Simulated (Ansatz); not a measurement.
The system is Sn.

```
CELL_PARAMETERS angstrom
0.00000 3.23334 3.23334
3.23334 0.00000 3.23334
3.23334 3.23334 0.00000
ATOMIC_POSITIONS crystal
Sn 0.75000 0.75000 0.75000
Sn 0.50000 0.50000 0.50000
```

This isn't the form of Sn at room conditions, which is tetragonal (white tin).

- Program: Ansatz 0.2.0
- Task: relaxation of cell and atoms
- Functional: BLYP
- Dispersion: D3(BJ)
- Potentials or basis: Ansatz PAW
- Cutoff: 420 eV (not typed: the program's choice for these potentials)
- k mesh: 7 × 7 × 7
- Occupations: fermi-dirac, width 0.05 eV
- Spin: no spin polarisation

At the start: volume 33.80 Å³/atom.

Question: How do energy, volume and symmetry change on relaxing?

Answer: It ends after 5 steps and the volume is 35.85 Å³/atom (+6.1 %); space group Fd-3m (No. 227, to 0.05 Å).

Step by step:
| step | energy change (eV) | largest force (eV/Å) | volume (Å³) |
| --- | --- | --- | --- |
| 1 | 0.0000 | 0.0000 | 67.61 |
| 2 | -0.0229 | 0.0000 | 73.70 |
| 3 | -0.0287 | 0.0000 | 72.00 |
| 4 | -0.0288 | 0.0000 | 71.71 |
| 5 | -0.0294 | 0.0000 | 71.71 |

Final structure:
```xyz
2
Lattice="0.0000 3.2975 3.2975 3.2975 0.0000 3.2975 3.2975 3.2975 0.0000" Properties=species:S:1:pos:R:3 pbc="T T T"
Sn    4.9462    4.9462    4.9462
Sn    3.2975    3.2975    3.2975
```

Caveat: the plane-wave basis is chosen anew once the cell has moved, so the energies of steps on either side of that aren't comparable; the PAW data sets come from PBE, with cores solved anew for the run's functional, which leaves a small shift of forces and pressure.
